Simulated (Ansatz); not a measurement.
# Al2SSe monolayer in a perpendicular field, part 2 of 2

Aim: how the Al2SSe monolayer screens a field along its normal, and what the field does to its bands. A positive field points along +c.

Ansatz 0.2.0; plane-wave DFT, PBE-D3(BJ), Ansatz PAW.

So far. Step 2 (Relaxation): The lattice constant a goes from 3.689 to 3.640 Å.

### Step 3. Single point, field 0

A sawtooth potential applies the field, turning back in the middle of the vacuum. With the dipole correction the typed value is the field outside the slab. The induced dipole is small, so the SCF threshold is tight.

The cell differs from the one that the last finished run ended in (c 39.951 → 22.818 Å).

The input, input.yaml:

```yaml
crystal:
  lattice:
    - [3.6399343675, 0.0, 0.0]
    - [-1.8199671838, 3.1522756304, 0.0]
    - [0.0, 0.0, 22.8184728913]
  atoms:
    - { symbol: Se, position: [0.3333333333, 0.6666666667, 0.3944172795] }
    - { symbol: Al, position: [0.0, 0.0, 0.4477954005] }
    - { symbol: Al, position: [0.0, 0.0, 0.5604359196] }
    - { symbol: S, position: [0.3333333333, 0.6666666667, 0.6055827205] }
kpoints:
  mp_grid: { grid: [18, 18, 1] }
  band_path:
    path: [[0, 0, 0], [0.5, 0, 0], [0.33333333, 0.33333333, 0], [0, 0, 0]]
    npoints: 16
hamiltonian:
  xc: pbe
  dispersion: d3bj
scf:
  occupations: { method: fermi_dirac, width: 0.02585 }
  convergence: { dr2_threshold: 1.0e-10 }
efield:
  axis: 3
  dipole_correction: true
  ramp_position: 0.97
  ramp_width: 0.06
  amplitude: 0
output:
  dos: { projected: true, e_range: [-6, 5] }
  write_potential: true
  write_density: true
  volumetric_format: npy
  elf: true
```

The run is started by

```
> ansatz run input.yaml --threads 2 --pin off --max-ram 3072MiB --backend cpu --events-out ev --progress --plain --runs-dir out
```

Numbers of over 12 decimals in the logs are rounded to 6 here.

What it wrote:

```text
[...]
Crystal: 4 atoms, lattice volume = 261.821 Å³
Basis set: ecut = 420 eV, 5021 PW (Γ)
Bands: 18, of which v1, the nominal top of the filled ones, is band 14 counted from 1 (13 counted from 0)
Symmetry: 6 space group operations
[...]
k-points: 37 of 324 (time reversal used)
[...]
SCF iter   1: F=—  HF=-7450.145361 eV  |F-HF|=—  |Δ(HF+E_count)|=         —  Δρ=1.47e-3  dr2=1.80e-2  ethr=1.77e-3  p=0.007 e·Å  D=4.90e-3 V/Å  ΔV_dip=-0.11 eV  dr2_dipole=1.38e-3  V_vac-E_F(+/−)=5.07/5.18 eV  ⟨swp⟩=9.7  Hψ=4703  notcnv=0
efield: sawtooth ramp at fractional position 0.9700 (set: `efield.ramp_position`, or a place that a band, a saddle search or an elastic batch's reference lends), width 0.0600; the density the first Hamiltonian is built on has a dipole p = 0.007 e·Å; the dipole correction subtracts the counter field D = 4.90e-3 V/Å, which shifts the + side's vacuum level by -0.11 eV against the − side's; the planar-averaged density in the ramp window peaks in size at 7.8e-6 e/Å³
[...]
SCF iter   2: F=—  HF=-7450.149978 eV  |F-HF|=—  |Δ(HF+E_count)|=   4.62e-3  Δρ=1.29e-3  dr2=3.83e-2  ethr=6.43e-5  p=-0.024 e·Å  D=-1.69e-2 V/Å  ΔV_dip=0.39 eV  dr2_dipole=8.75e-3  V_vac-E_F(+/−)=5.12/4.74 eV  ⟨swp⟩=3.8  Hψ=1536  notcnv=0
[...]
SCF iter  10: F=-7450.143498 eV  HF=-7450.143498 eV  |F-HF|=3.64e-12  |Δ(HF+E_count)|=   2.45e-9  Δρ=7.75e-8  dr2=2.68e-11  ethr=1.00e-12  p=-0.004 e·Å  D=-3.06e-3 V/Å  ΔV_dip=0.07 eV  dr2_dipole=4.04e-13  V_vac-E_F(+/−)=5.01/4.94 eV  ⟨swp⟩=4.3  Hψ=2032  notcnv=0
SCF 1 converged in 10 iterations: F = -7450.143498 eV  dr2 = 2.68e-11
[...]
NSCF: frozen V_eff on 49 k-points
efield: sawtooth ramp at fractional position 0.9700 (kept from the solve that this one continues, or follows in the run), width 0.0600; the density the first Hamiltonian is built on has a dipole p = -0.004 e·Å; the dipole correction subtracts the counter field D = -3.06e-3 V/Å, which shifts the + side's vacuum level by +0.07 eV against the − side's; the planar-averaged density in the ramp window peaks in size at 6.4e-6 e/Å³
WARN: The output density's exchange-correlation potential varies sharply where the density is thin. Do not read a vacuum level from v_tot or v_xc, or from such a field of the output density. On a cell that repeats whose density bears no net charge and no dipole along the vacuum's axis use v_es (v_loc + v_h of the components); under efield.dipole_correction with no amplitude use v_es + v_field, which holds any externa [...]
SCF converged after 10 iterations
Free energy (F): -7450.143498 eV
[...]
Internal energy: -7450.143498 eV  (E = F + TS)
E sigma→0 (E₀):  -7450.143498 eV
Fermi energy:    -1.179508 eV
Dipole field:    D = -0.003064 V/Å  (p = -0.004433 e·Å, saw-weighted, corrected)
Work function:   Φ+ = 5.0124 eV   Φ− = 4.9425 eV
Levels:          The Fermi level and band energies are counted from a zero that moves with the ramp; work functions are not
[...]
--- Band table (eV; the first three rows and the last of 37) ---
  k-point 0: bands = [... 10 lower, -3.7025, -2.4541, -2.4541, -2.4505, 0.9772, 1.9281, 3.1741, 3.1741]
  k-point 1: bands = [... 10 lower, -3.7402, -2.7388, -2.5053, -2.3855, 1.1590, 2.1336, 2.9868, 3.2426]
  k-point 2: bands = [... 10 lower, -3.8448, -3.3398, -2.6455, -2.3232, 1.5548, 2.3204, 2.8713, 3.4018]
  k-point 36: bands = [... 10 lower, -5.8806, -4.4548, -3.7392, -3.0364, -0.1317, 2.1423, 2.3629, 3.1708]
```

Elapsed: 8.3 s, on 2 threads of Intel Xeon 6975P-C (Granite Rapids), shared host; peak memory 0.6 GiB.

This step gave:

| Property | Result |
| --- | --- |
| gap on the k-mesh | 2.064 eV |
| dipole along the normal | -0.004433 e·Å |
| gap along the path | 2.062 eV |
| smallest direct gap along the path | 2.701 eV |
| step between the vacuum levels | 0.06991 eV |
| ionisation energy, upper face | 6.070 eV |
| electron affinity, upper face | 4.008 eV |
| ionisation energy, lower face | 6.000 eV |
| gap, the smaller of path and mesh | 2.062 eV |

Running mean over a fixed 2.7 Å (it still follows the layers) of the planar mean; the ramp of the sawtooth is left out. Electron's electrostatic potential energy less the Fermi level against z:

| z (Å) | electron's electrostatic potential energy less the Fermi level (eV) |
| --- | --- |
| 3.0 | 4.94 |
| 3.5 | 4.94 |
| 4.0 | 4.94 |
| 4.5 | 4.94 |
| 5.0 | 4.94 |
| 5.5 | 4.93 |
| 6.0 | 4.90 |
| 6.5 | 4.75 |
| 7.0 | 4.10 |
| 7.5 | 2.69 |
| 8.0 | 0.929 |
| 8.5 | -1.16 |
| 9.0 | -2.84 |
| 9.5 | -3.96 |
| 10.0 | -3.66 |
| 10.5 | -2.62 |
| 11.0 | -1.76 |
| 11.5 | -1.49 |
| 12.0 | -2.03 |
| 12.5 | -3.34 |
| 13.0 | -4.60 |
| 13.5 | -4.47 |
| 14.0 | -3.11 |
| 14.5 | -1.25 |
| 15.0 | 1.22 |
| 15.5 | 3.40 |
| 16.0 | 4.63 |
| 16.5 | 4.93 |
| 17.0 | 4.99 |
| 17.5 | 5.01 |
| 18.0 | 5.01 |
| 18.5 | 5.01 |
| 19.0 | 5.01 |
| 19.5 | 5.01 |

The density of states has structure finer than the step of the table below, so its rows give means over 0.25 eV, whole bins alone (the curve runs from -6 to 2.99 eV). Peaks (eV: height): -4.150: 6.80, -3.930: 3.79, -3.350: 4.92, -3.190: 5.11, -2.720: 5.05, -1.890: 3.87, -1.070: 12.0.

Table of density of states by energy, zero at the Fermi level of the run, which the smearing sets inside the gap; means over each step:

| energy (eV) | density of states (states/eV a cell) |
| --- | --- |
| -5.75 | 1.04 |
| -5.50 | 0.705 |
| -5.25 | 0.786 |
| -5.00 | 0.894 |
| -4.75 | 0.945 |
| -4.50 | 1.31 |
| -4.25 | 4.59 |
| -4.00 | 3.03 |
| -3.75 | 2.62 |
| -3.50 | 3.73 |
| -3.25 | 4.27 |
| -3.00 | 3.28 |
| -2.75 | 4.20 |
| -2.50 | 2.11 |
| -2.25 | 0.929 |
| -2.00 | 1.14 |
| -1.75 | 2.77 |
| -1.50 | 1.92 |
| -1.25 | 2.26 |
| -1.00 | 2.28 |
| -0.75 | 0 |
| -0.50 | 0 |
| -0.25 | 0 |
| 0.00 | 0 |
| 0.25 | 0 |
| 0.50 | 0 |
| 0.75 | 0 |
| 1.00 | 0.513 |
| 1.25 | 2.16 |
| 1.50 | 1.34 |
| 1.75 | 0.878 |
| 2.00 | 0.672 |
| 2.25 | 0.655 |
| 2.50 | 1.24 |
| 2.75 | 1.50 |

Projected DOS per atom over height of the atomic layer and energy from the Fermi level. Layers: Se Al Al S from below.

Ten even steps from '_' (0.00 states/eV) to '@' (2.06 states/eV), each cell a mean:
```
__..::..
__....__
____..__
__....__
....::..
________
________
________
________
________
==::::::
==--::..
--______
##..__--
##..__##
**....@@
::..::##
++--::##
..__..::
______::
..______
--::__..
```
Columns: height of the atomic layer (Å) from 9 to 13.8 (not evenly spaced); rows upwards: energy from the Fermi level (eV) from -5.96 to 2.95.

The electronic bands at the labelled points (eV, zero at the Fermi level of the run, which the smearing sets inside the gap):

| point | band 11 | band 12 | band 13 | band 14 | band 15 | band 16 | band 17 | band 18 |
| --- | --- | --- | --- | --- | --- | --- | --- | --- |
| Γ | -2.52 | -1.27 | -1.27 | -1.27 | 2.16 | 3.11 | 4.35 | 4.35 |
| halfway | -3.40 | -3.07 | -1.99 | -1.09 | 2.11 | 3.08 | 4.25 | 4.38 |
| M | -3.50 | -2.82 | -2.53 | -1.94 | 1.00 | 2.36 | 2.97 | 3.40 |
| halfway | -3.81 | -3.43 | -2.68 | -1.86 | 1.32 | 3.14 | 3.60 | 3.81 |
| K | -4.70 | -3.28 | -2.56 | -1.86 | 1.05 | 3.32 | 3.54 | 4.35 |
| halfway | -3.59 | -3.29 | -2.68 | -1.09 | 2.46 | 3.66 | 3.88 | 4.49 |
| Γ | -2.52 | -1.27 | -1.27 | -1.27 | 2.16 | 3.11 | 4.35 | 4.35 |

Electrostatic potential energy in the ca plane at fractional y = 0.667, with atoms of Se and S within 0.2 Å of it. With pseudopotentials it is smooth inside the atoms' cores, unlike the true potential.

Ten even steps from '0' (-27 eV) to '9' (4 eV), each cell a mean:
```
99999999999999999999887667888766788999999999
99999999999999999999987667888766688999999999
99999999999999999999887777888876788999999999
99999999999999999987667788899887766899999999
99999999999999999963223788999987411379999999
99999999999999999833541589999986000048999999
99999999999999999834652489999985000038999999
99999999999999999842441589999986100058999999
99999999999999999973224788999987522489999999
99999999999999999998777778899877777899999999
```
Columns run along c (16.0 Å, from fractional 0.07 to 0.77 of the cell; values clipped at the 3rd and 97th percentile), rows up along a (3.6 Å). Atoms in or near the plane, at fractional coordinates: Se at (0.39, 0.33), S at (0.61, 0.33).

Valence density in the ca plane at fractional y = 0.667, with atoms of Se and S within 0.2 Å of it. It is the smooth field of the valence electrons, not physical close to the nuclei.

Values in e/Å³, 6 rows by 16 columns, each cell a mean:
```
 0  0  0  0  0  0  0  0  0  0  0  0  0  0  0  0
 0  0  0  0  0  0  0  0  0  0  0  0  0  0  0  0
 0  0  0  1  1  0  0  0  1  0  0  0  0  0  0  0
 0  0  0 10  7  0  0  0  1  1  0  0  0  0  0  0
 0  0  0  6  4  0  0  0  1  1  0  0  0  0  0  0
 0  0  0  0  0  0  0  0  1  0  0  0  0  0  0  0
```
Columns run along c (16.0 Å, from fractional 0.23 to 0.93 of the cell), rows up along a (3.6 Å). Atoms in or near the plane, at fractional coordinates: Se at (0.39, 0.33), S at (0.61, 0.33).

ELF in the ca plane at fractional y = 0.667, with atoms of Se and S within 0.2 Å of it. It is the smooth field of the valence electrons, not physical close to the nuclei.

Ten even steps from '0' (0.00) to '9' (0.93), each cell a mean:
```
00000001123454346764344432100000000000000000
00000000001233246874222210000000000000000000
00000001234565445664345543210000000000000000
00000246777887533332478887653100000000000000
00002478887787521112588889986310000000000000
00013589974477520002587449997420000000000000
00013689962267520002586119997520000000000000
00013589985577520002588559997420000000000000
00001468888887521112589889875310000000000000
00000135677887533433468887642000000000000000
```
Columns run along c (16.0 Å, from fractional 0.23 to 0.93 of the cell), rows up along a (3.6 Å). Atoms in or near the plane, at fractional coordinates: Se at (0.39, 0.33), S at (0.61, 0.33).

The gap is 2.06 eV, with the valence edge 6.07 eV and the conduction edge 4.01 eV under the upper vacuum level.

### Step 4. Single point, field 0.1 V/Å

input.yaml: that of step 3 with these lines changed.

```diff
@@ -26,5 +26,4 @@
   ramp_width: 0.06
-  amplitude: 0
+  amplitude: 0.1
 output:
-  dos: { projected: true, e_range: [-6, 5] }
   write_potential: true
@@ -32,2 +31 @@
   volumetric_format: npy
-  elf: true
```

What it wrote:

```text
[...]
Crystal: 4 atoms, lattice volume = 261.821 Å³
Basis set: ecut = 420 eV, 5021 PW (Γ)
Bands: 18, of which v1, the nominal top of the filled ones, is band 14 counted from 1 (13 counted from 0)
Symmetry: 6 space group operations
[...]
k-points: 37 of 324 (time reversal used)
[...]
--- Band table (eV; the first three rows and the last of 37) ---
  k-point 0: bands = [... 10 lower, -3.6811, -2.4842, -2.4842, -2.4555, 0.9838, 1.9046, 3.0486, 3.1796]
  k-point 1: bands = [... 10 lower, -3.7188, -2.7683, -2.5354, -2.3916, 1.1660, 2.1082, 2.9745, 3.1325]
  k-point 2: bands = [... 10 lower, -3.8234, -3.3711, -2.6756, -2.3284, 1.5618, 2.3016, 2.8555, 3.2497]
  k-point 36: bands = [... 10 lower, -5.9082, -4.4451, -3.7572, -3.0421, -0.1379, 2.1352, 2.3554, 3.1645]
[key lines of the parts left out:]
SCF converged after 14 iterations
Free energy (F): -7450.145123 eV
Fermi energy:    -1.183608 eV
Dipole field:    D = 0.025531 V/Å  (p = 0.036941 e·Å, saw-weighted, corrected)
```

The job ended after 9.3 s (2 threads; peak memory 0.58 GiB).

The dipole is 0.0369 e·Å, 0.0414 e·Å from its value without field, and the gap 2.066 eV.

### Step 5. Single point, field -0.1 V/Å

input.yaml: that of step 4 with these lines changed.

```diff
@@ -26,3 +26,3 @@
   ramp_width: 0.06
-  amplitude: 0.1
+  amplitude: -0.1
 output:
```

What it wrote:

```text
[...]
Crystal: 4 atoms, lattice volume = 261.821 Å³
Basis set: ecut = 420 eV, 5021 PW (Γ)
Bands: 18, of which v1, the nominal top of the filled ones, is band 14 counted from 1 (13 counted from 0)
Symmetry: 6 space group operations
[...]
k-points: 37 of 324 (time reversal used)
[...]
--- Band table (eV; the first three rows and the last of 37) ---
  k-point 0: bands = [... 10 lower, -3.7248, -2.4464, -2.4248, -2.4248, 0.9675, 1.9501, 3.1128, 3.1670]
  k-point 1: bands = [... 10 lower, -3.7625, -2.7103, -2.4760, -2.3801, 1.1488, 2.1567, 2.9719, 3.1846]
  k-point 2: bands = [... 10 lower, -3.8671, -3.3094, -2.6163, -2.3189, 1.5438, 2.3349, 2.8738, 3.3072]
  k-point 36: bands = [... 10 lower, -5.8536, -4.4671, -3.7203, -3.0316, -0.1266, 2.1484, 2.3689, 3.1759]
[key lines of the parts left out:]
SCF converged after 12 iterations
Free energy (F): -7450.146009 eV
Fermi energy:    -1.176455 eV
Dipole field:    D = -0.031649 V/Å  (p = -0.045793 e·Å, saw-weighted, corrected)
```

The job ended after 8.6 s (2 threads; peak memory 0.58 GiB).

The dipole is -0.0458 e·Å, -0.0414 e·Å from its value without field, and the gap 2.057 eV.

### Step 6. Response, atoms held

This step: plane-wave DFT, PBE-D3(BJ), Ansatz PAW; response to a field along the normal, atoms held (Ansatz 0.2.0).

The dipoles give the slope, and the difference of two potentials shows where the field is screened.

Numbers from this step:

- equivalent conductor thickness p/(ε₀AE): 6.524 Å
- distance between the outer atoms: 4.818 Å

Table of dipole of the cell by applied field:

| applied field (V/Å) | dipole of the cell (e·Å) |
| --- | --- |
| -0.1000 | -0.0458 |
| 0.0000 | -0.00443 |
| 0.1000 | 0.0369 |

Local field over the applied field, running mean. From the potentials at -0.1 and 0.1 V/Å; running mean over 2.5 Å. Table of local field over applied field by z:

z (Å), local field over applied field and a bar:
```
     4.14      0.999 ##############################
     4.56      0.998 ##############################
     4.99      0.996 ##############################
     5.28      0.992 ##############################
     5.70      0.980 #############################
     6.13      0.953 ############################
     6.56      0.896 ###########################
     6.85      0.835 #########################
     7.27      0.707 ####################
     7.70      0.557 ###############
     8.13      0.402 ##########
     8.41      0.303 #######
     8.84      0.179 ###
     9.27      0.110 #
     9.70      0.093 
     9.98      0.094 
    10.41      0.100 
    10.84      0.121 #
    11.27      0.151 ##
    11.55      0.158 ##
    11.98      0.142 ##
    12.41      0.122 #
    12.84      0.121 #
    13.12      0.127 #
    13.55      0.157 ##
    13.98      0.229 ####
    14.40      0.350 #########
    14.69      0.448 ############
    15.12      0.600 #################
    15.55      0.745 ######################
    15.97      0.863 #########################
    16.26      0.916 ###########################
    16.69      0.963 #############################
    17.11      0.985 ##############################
    17.54      0.994 ##############################
    17.83      0.997 ##############################
    18.25      0.999 ##############################
    18.68      1.000 ##############################
```

Electrons, planar mean, per unit field. The induced electron density by z:

z (Å), induced electron density (e/Å³ per V/Å) and a bar from the least value:
```
     4.14    0.00000 ###############
     4.56    0.00001 ###############
     4.99    0.00002 ###############
     5.28    0.00004 ###############
     5.70    0.00009 ################
     6.13    0.00023 ################
     6.56    0.00053 #################
     6.85    0.00090 ###################
     7.27    0.00188 #######################
     7.70    0.00322 #############################
     8.13    0.00351 ##############################
     8.41    0.00231 #########################
     8.84    0.00089 ###################
     9.27    0.00053 ##################
     9.70   -0.00046 #############
     9.98   -0.00149 #########
    10.41   -0.00101 ###########
    10.84    0.00078 ###################
    11.27    0.00070 ##################
    11.55   -0.00025 ##############
    11.98   -0.00117 ##########
    12.41    0.00020 ################
    12.84    0.00155 ######################
    13.12    0.00096 ###################
    13.55   -0.00056 #############
    13.98   -0.00093 ###########
    14.40   -0.00277 ####
    14.69   -0.00363 
    15.12   -0.00293 ###
    15.55   -0.00158 #########
    15.97   -0.00072 ############
    16.26   -0.00041 ##############
    16.69   -0.00017 ###############
    17.11   -0.00007 ###############
    17.54   -0.00003 ###############
    17.83   -0.00001 ###############
    18.25    0.00000 ###############
    18.68    0.00000 ###############
```

The smaller of the gaps on the path and on the k-mesh, counted as 0 under 0.03 eV. Table of gap by applied field:

| applied field (V/Å) | gap (eV) |
| --- | --- |
| -0.1000 | 2.06 |
| 0.0000 | 2.06 |
| 0.1000 | 2.07 |

By hand: between -0.1 and 0.1 V/Å the dipole changes by 0.08273 e·Å, a slope of 0.4137 e·Å²/V. A perfect conductor of thickness t has p = ε₀AEt, so t = 180.95 × 0.4137 / 11.474 = 6.52 Å (e/ε₀ = 180.95 V·Å, A in Å²).

The induced dipole is that of a conductor 6.52 Å thick.

### Step 7. Results

```yaml
gap_without_field: 2.06 eV
ionisation_energy_upper_face: 6.07 eV
electron_affinity_upper_face: 4.01 eV
step_between_the_vacuum_levels: 0.0699 eV
equivalent_conductor_thickness_atoms_held: 6.52 Å
```

**Reading.** The induced dipole equals that of a perfect conductor 6.52 Å thick, while the outer atoms lie 4.82 Å apart; an out-of-plane ε follows only once a thickness t is chosen, by 1 − 1/ε = 6.52 Å / t. The two faces differ: the vacuum level above lies 0.07 eV higher than the one below. The gap stays within 0.01 eV of 2.06 eV over the fields run, up to 0.1 V/Å in size. Semilocal functionals give gaps that are too small, and excitons are not included. Spin-orbit coupling is left out.

[Logs are printed without paths, hosts, clocks, repeated set-up lines and the standing remarks that a program may print on its own settings, such as how far it seeks lower states.]

[Hosts, paths, dates, database ids (printed as entryN), source tags and the programs' standing remarks are cut or masked in the printed files.]

[Maps of the electrostatic potential energy from Ansatz leave out the sawtooth potential of an applied field or a dipole correction, so their vacuum need not be flat; planar profiles and work functions include it.]

[The density of states shown here was stored with 400 of the rows of the run's finer table, so its peaks can read low, often by over a quarter, or be missed, and its means over a window can be off by a tenth or more.]
